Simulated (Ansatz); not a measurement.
Calculated with Ansatz (gas phase, PBE0-D4/def2-TZVP geometries, no zero-point term in ΔE). CCSD(T)/CBS is the MP2 limit (def2-TZVPP, def2-QZVPP) plus CCSD(T) − MP2 in def2-TZVPP, frozen cores. This one scheme is used for every species. Functionals use def2-TZVPP. HSE06 is defined as in plane-wave codes. One conformer a species, not always the lowest.

Consider the formal exchange of groups at a C–C bond: `FC(F)C(Cl)Cl` + trifluoromethane → `FC(F)(F)C(Cl)Cl` + difluoromethane.

`FC(F)C(Cl)Cl`:

Z-matrix (Å, degrees):
```
C
F 1 1.348
C 1 1.524 2 109.1
F 1 1.348 2 107.5 3 118.1
H 1 1.094 2 109.5 3 -123.1
Cl 3 1.761 1 109.4 2 -60.1
Cl 3 1.761 1 109.4 2 177.2
H 3 1.089 1 109.7 2 58.6
```

`FC(F)F`:

```xyz
5

F    -0.427    0.970    0.772
C    -0.021   -0.052    0.022
F    -0.459    0.136   -1.221
F     1.310   -0.060    0.004
H    -0.403   -0.994    0.423
```

`FC(F)(F)C(Cl)Cl`:

Z-matrix (Å, degrees):
```
C
F 1 1.332
F 1 1.325 2 108.6
F 1 1.332 2 107.8 3 117.4
C 1 1.533 2 109.7 3 -123.3
Cl 5 1.757 1 110.2 2 -176.9
Cl 5 1.757 1 110.2 2 58.7
H 5 1.088 1 107.9 2 -59.1
```

`FCF`:

Z-matrix (Å, degrees):
```
C
F 1 1.351
F 1 1.351 2 108.6
H 1 1.093 2 108.8 3 118.2
H 1 1.094 2 108.8 3 -118.2
```

| level | ΔE (kJ/mol) | difference from CCSD(T)/CBS |
| --- | --- | --- |
| PBE-D4 | 15.8 | 0.6 |
| r2SCANh-D4 | 14.6 | -0.6 |
| r2SCAN0-D4 | 14.9 | -0.3 |
| HSE06-D4 | 15.7 | 0.5 |
| CAM-B3LYP-D4 | 15.1 | -0.1 |
| PBE0 | 16.7 | 1.5 |
| r2SCANh | 14.9 | -0.3 |
| r2SCAN0 | 15.3 | 0.1 |
| HSE06 | 16.8 | 1.6 |
| CAM-B3LYP | 16.2 | 1.0 |
| HF/def2-SVP | 18.7 | 3.5 |
| CCSD/def2-SVP | 14.9 | -0.3 |
| CCSD(T)/def2-SVP | 14.4 | -0.8 |
| HF/def2-TZVPP | 17.9 | 2.7 |
| SCS-MP2/def2-TZVPP | 16.6 | 1.4 |
| MP2/def2-QZVPP | 16.5 | 1.3 |
| CCSD(T)/CBS | 15.2 | 0 |

Largest T1 diagnostic among the species: 0.012.

Leaving LDA and LC-ωPBE aside and taking each functional with its dispersion term where it has one, the values, not all of them listed here, spread over 3.2 kJ/mol, from B97M-V to B2PLYP.

CCSD(T)/CBS has its own doubt, a few kJ/mol and more with outer-core shells, so smaller differences from it don't rank the levels.
